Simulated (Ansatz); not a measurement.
## Zone-centre phonons of AlNi: input and output

Theory: DFT PBE, scalar-relativistic, plane waves, PAW in Ansatz.

Launched with:
```bash
ansatz run input.yaml --threads 1 --pin off --max-ram 3072MiB --backend cpu --events-out ev --progress --plain --runs-dir out
```

Input (bare energies are in eV):
```yaml
crystal:
  lattice:
    - [2.0460877322, -2.0460877322, 0.0]
    - [2.0460877322, 2.0460877322, 0.0]
    - [0.0, 0.0, 2.8954166534]
  atoms:
    - { symbol: Al, position: [0.0, 0.0, 0.0] }
    - { symbol: Ni, position: [0.5, 0.5, 0.5] }
basis:
  ecutwfc: 420
kpoints:
  mp_grid: { grid: [16, 16, 14] }
hamiltonian:
  xc: pbe
scf:
  occupations: { method: fermi_dirac, width: 0.15 }
output:
  eigenvalues: true
phonons:
  method: dfpt
  eigenvectors: true
```

The end of the output:
```
--- Phonons (Γ-DFPT): 4 representative perturbations + reference, on 584 of 3584 k-points (Σ response iterations 13) ---
  k mesh reduced under 8 symmetry operations, with k and −k counted as one. Each operation leaves every solved displacement unchanged or reverses it
  ASR residual: 3.794e-4 → 0.000e0 eV/Å²; symmetrization residual: 2.321e-6 eV/Å²
  ASR residual per site (eV/Å²): 1.44e-4 3.79e-4
  Γ frequencies (cm⁻¹): 0.00 0.00 0.00 288.47 288.47 288.53
  non-analytic LO–TO correction: not included (Born effective charges unavailable; polar crystals: no LO–TO splitting at Γ)
```

Time: 87 s on 1 thread of Arm Neoverse V1 (shared host), peak memory 0.88 GiB.

In a metal, frequencies and elastic constants depend on the k mesh and the smearing, soft modes and shear constants most. Spin polarisation was left out, and a magnetic state may lie lower.